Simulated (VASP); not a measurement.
# NaCl: convergence, self-consistent run

NaCl, P4mm (no. 99), 2 atoms in the cell. SCAN; PAW potentials Cl, Na_pv (PBE set). VASP 6.6.1. The cell is changed on purpose: last atom moved by 0.05 Å along z, cell strained by +1.0% along z.

Wanted: energy within 2 meV/atom; forces within 0.01 eV/Å; stress within 0.2 GPa; levels at the zone centre within 0.01 eV.

What the run is for: all; Accuracy asked: standard.

Levels at the zone centre: counted from the valence top at that point.

POSCAR:
```
NaCl
1.0
    3.5021900000      0.0000000000      0.0000000000
    0.0000000000      3.5021900000      0.0000000000
    0.0000000000      0.0000000000      3.5372119000
Cl Na
1 1
Direct
    0.5000000000      0.5000000000      0.5000000000
    0.0000000000      0.0000000000      0.0142767800
```

The series start from Plane-wave cutoff (eV): 340; k-point mesh: 6 × 6 × 6; Precision mode (PREC): Accurate; Electronic threshold (eV): 1e-6; Bands in all (NBANDS): 17; Aspherical gradient terms in the spheres (LASPH): yes; Electronic algorithm: ALGO=Normal; Support grid and gradient cutoff: ADDGRID=False GGA_COMPAT=False; Kinetic-energy density mixed (LMIXTAU): LMIXTAU=True. Each series keeps the choices made before it, and each single choice may use up half of a tolerance.

## Plane-wave cutoff (eV)

| Plane-wave cutoff (eV) | Energy less reference (meV/atom) | Forces, largest deviation (eV/Å) | Stress, largest deviation (GPa) | Levels at the zone centre, largest deviation (eV) | SCF iterations | Time (s) |
|---|---|---|---|---|---|---|
| 210 | 73.5 | 0.005 | 18.83 | 0.050 | 24 | 31 |
| 260 | 4.2 | 0.043 | 2.56 | 0.001 | 19 | 30 |
| 300 | 2.4 | 0.024 | 0.05 | 0.004 | 22 | 31 |
| 340 | 2.5 | 0.011 | 0.12 | 0.004 | 18 | 30 |
| 390 | 1.9 | 0.009 | 0.19 | 0.001 | 21 | 41 |
| 460 | 1.2 | 0.025 | 0.08 | 0.001 | 18 | 31 |
| 550 | 1.5 | 0.014 | 0.02 | 0.001 | 20 | 64 |
| 690 (reference) | 0.0 | 0.000 | 0.00 | 0.000 | 20 | 96 |

Chosen: 690; the next looser run is off by more than half of the tolerance, so convergence isn't shown beyond this value.

## k-point mesh

| k-point mesh | Energy less reference (meV/atom) | Forces, largest deviation (eV/Å) | Stress, largest deviation (GPa) | Levels at the zone centre, largest deviation (eV) | SCF iterations | Time (s) |
|---|---|---|---|---|---|---|
| 2 × 2 × 2 | 229.4 | 0.005 | 3.62 | 0.163 | 19 | 24 |
| 3 × 3 × 3 | 21.8 | 0.000 | 0.44 | 0.023 | 20 | 25 |
| 4 × 4 × 4 | 3.5 | 0.000 | 0.08 | 0.007 | 20 | 52 |
| 5 × 5 × 5 | 0.6 | 0.000 | 0.01 | 0.003 | 20 | 51 |
| 6 × 6 × 6 | 0.1 | 0.000 | 0.01 | 0.002 | 20 | 96 |
| 8 × 8 × 8 | 0.0 | 0.000 | 0.00 | 0.000 | 18 | 180 |
| 10 × 10 × 10 | 0.0 | 0.000 | 0.00 | 0.000 | 18 | 248 |
| 12 × 12 × 12 (reference) | 0.0 | 0.000 | 0.00 | 0.000 | 18 | 393 |

Chosen: 5 × 5 × 5, the loosest value from which every tighter one stays within half of the tolerance.

## Precision mode (PREC)

| Precision mode (PREC) | Energy less reference (meV/atom) | Forces, largest deviation (eV/Å) | Stress, largest deviation (GPa) | Levels at the zone centre, largest deviation (eV) | SCF iterations | Time (s) |
|---|---|---|---|---|---|---|
| SingleN | -6.4 | 0.008 | 0.42 | 0.036 | 20 | 20 |
| Normal | -1.0 | 0.009 | 0.04 | 0.001 | 20 | 21 |
| Single | -2.1 | 0.009 | 0.42 | 0.009 | 21 | 50 |
| Accurate (reference) | 0.0 | 0.000 | 0.00 | 0.000 | 20 | 51 |

Chosen: Accurate; the one before it in the list is off by more than half of the tolerance.

## Electronic threshold (eV)

| Electronic threshold (eV) | Energy less reference (meV/atom) | Forces, largest deviation (eV/Å) | Stress, largest deviation (GPa) | Levels at the zone centre, largest deviation (eV) | SCF iterations | Time (s) |
|---|---|---|---|---|---|---|
| 0.001 | 0.1 | 0.000 | 0.88 | 0.002 | 12 | 31 |
| 0.0001 | 0.0 | 0.000 | 0.01 | 0.002 | 17 | 37 |
| 1e-5 | 0.0 | 0.000 | 0.02 | 0.002 | 17 | 34 |
| 1e-6 | 0.0 | 0.000 | 0.00 | 0.000 | 20 | 51 |
| 1e-7 (reference) | 0.0 | 0.000 | 0.00 | 0.000 | 20 | 42 |

Chosen: 0.0001.

## Bands in all (NBANDS)

| Bands in all (NBANDS) | Energy less reference (meV/atom) | Forces, largest deviation (eV/Å) | Stress, largest deviation (GPa) | Levels at the zone centre, largest deviation (eV) | SCF iterations | Time (s) |
|---|---|---|---|---|---|---|
| 8 | 0.0 | 0.000 | 0.01 | 0.007 | 15 | 24 |
| 9 | 0.0 | 0.000 | 0.02 | 0.004 | 15 | 20 |
| 11 | 0.0 | 0.000 | 0.06 | 0.003 | 15 | 25 |
| 13 | 0.0 | 0.000 | 0.03 | 0.005 | 15 | 29 |
| 17 | 0.0 | 0.000 | 0.01 | 0.001 | 17 | 37 |
| 27 (reference) | 0.0 | 0.000 | 0.00 | 0.000 | 17 | 59 |

Chosen: 17.

## Aspherical gradient terms in the spheres (LASPH)

| Aspherical gradient terms in the spheres (LASPH) | Energy less reference (meV/atom) | Forces, largest deviation (eV/Å) | Stress, largest deviation (GPa) | Levels at the zone centre, largest deviation (eV) | SCF iterations | Time (s) |
|---|---|---|---|---|---|---|
| yes | 0.0 | 0.000 | 0.00 | 0.000 | 17 | 37 |
| no | 0.0 | 0.000 | 0.00 | 0.000 | 17 | 44 |

Chosen: yes; no other choice that stays within half of the tolerance saves 30 % of the time.

## Electronic algorithm

| Electronic algorithm | Energy less reference (meV/atom) | Forces, largest deviation (eV/Å) | Stress, largest deviation (GPa) | Levels at the zone centre, largest deviation (eV) | SCF iterations | Time (s) |
|---|---|---|---|---|---|---|
| ALGO=Normal | 0.0 | 0.000 | 0.00 | 0.000 | 17 | 37 |
| ALGO=Fast | 0.0 | 0.002 | 1.60 | 0.009 | 17 | 55 |
| ALGO=VeryFast | 0.0 | 0.003 | 1.07 | 0.002 | 25 | 81 |
| ALGO=All ISEARCH=1 | 0.0 | 0.000 | 0.03 | 0.002 | 13 | 40 |
| ALGO=All ISEARCH=0 | 0.0 | 0.001 | 0.17 | 0.002 | 12 | 32 |
| ALGO=Damped TIME=0.4 | 0.0 | 0.001 | 0.01 | 0.001 | 14 | 41 |
| ALGO=Damped TIME=0.1 | 0.0 | 0.001 | 0.17 | 0.006 | 23 | 64 |
| ALGO=Old Fast | 0.0 | 0.000 | 0.05 | 0.000 | 17 | 48 |

Chosen: ALGO=Normal.

## Support grid and gradient cutoff

| Support grid and gradient cutoff | Energy less reference (meV/atom) | Forces, largest deviation (eV/Å) | Stress, largest deviation (GPa) | Levels at the zone centre, largest deviation (eV) | SCF iterations | Time (s) |
|---|---|---|---|---|---|---|
| ADDGRID=False GGA_COMPAT=False | 0.0 | 0.000 | 0.00 | 0.000 | 17 | 37 |
| ADDGRID=True GGA_COMPAT=False | 0.1 | 0.000 | 0.00 | 0.000 | 17 | 51 |
| ADDGRID=False GGA_COMPAT=True | 0.3 | 0.001 | 0.03 | 0.000 | 17 | 60 |

Chosen: ADDGRID=False GGA_COMPAT=False.

## Kinetic-energy density mixed (LMIXTAU)

| Kinetic-energy density mixed (LMIXTAU) | Energy less reference (meV/atom) | Forces, largest deviation (eV/Å) | Stress, largest deviation (GPa) | Levels at the zone centre, largest deviation (eV) | SCF iterations | Time (s) |
|---|---|---|---|---|---|---|
| LMIXTAU=True | 0.0 | 0.000 | 0.00 | 0.000 | 17 | 37 |
| LMIXTAU=False | 0.0 | 0.002 | 0.05 | 0.002 | 10 | 35 |

Chosen: LMIXTAU=True.

## All choices together

| Input | Energy less reference (meV/atom) | Forces, largest deviation (eV/Å) | Stress, largest deviation (GPa) | Levels at the zone centre, largest deviation (eV) | Time (s) |
|---|---|---|---|---|---|
| the program's defaults (naive) | 6.1 | 0.022 | 1.61 | 0.004 | 2.2 |
| chosen settings | 0.6 | 0.000 | 0.03 | 0.001 | 37 |
| reference settings throughout | 0.0 | 0.000 | 0.00 | 0.000 | 932 |

The chosen settings stay within the tolerance of the reference run, but the reference itself isn't shown to be converged in: Plane-wave cutoff (eV).

Values of the reference run: Forces: 0, 0, 0.02345, 0, 0, -0.02345 eV/Å; Stress: -1.536, 0, 0, 0, -1.536, 0, 0, 0, -2.247 GPa; Levels at the zone centre: 0, 0, 5.181 eV from the valence top at Gamma.

## The input

INCAR:
```
SYSTEM = NaCl
  METAGGA = SCAN
  ISMEAR = 0
  SIGMA = 0.03
  LWAVE = .FALSE.
  LCHARG = .FALSE.
  ISIF = 2
  PREC = Accurate
  LASPH = .TRUE.
  LREAL = .FALSE.
  ALGO = Normal
  EDIFF = 1E-4
  NELM = 120
  GGA_COMPAT = .FALSE.
  ENCUT = 690
  EFERMI = MIDGAP
  LMIXTAU = .TRUE.
  NBANDS = 17
  ADDGRID = .FALSE.
```

KPOINTS:
```
Automatic mesh
0
Gamma
  5 5 5
  0 0 0
```

Commands:
```
cat potpaw_PBE.64/Cl/POTCAR potpaw_PBE.64/Na_pv/POTCAR > POTCAR
mpirun -np 1 vasp_std > vasp.out
```

The chosen input took VASP 6.6.1 37 s on 1 core (Intel Xeon 6975P-C (Granite Rapids)), a shared host.

## An input that fails: mixing far too strong

VASP's message: ERROR FEXCP: supplied Exchange-correletion table is too small, maximal index : 3933.

Changes against the starting input:
```
- NELM = 120
+ NELM = 55
+ IMIX = 1
+ AMIX = 2.5
+ BMIX = 0.0001
```
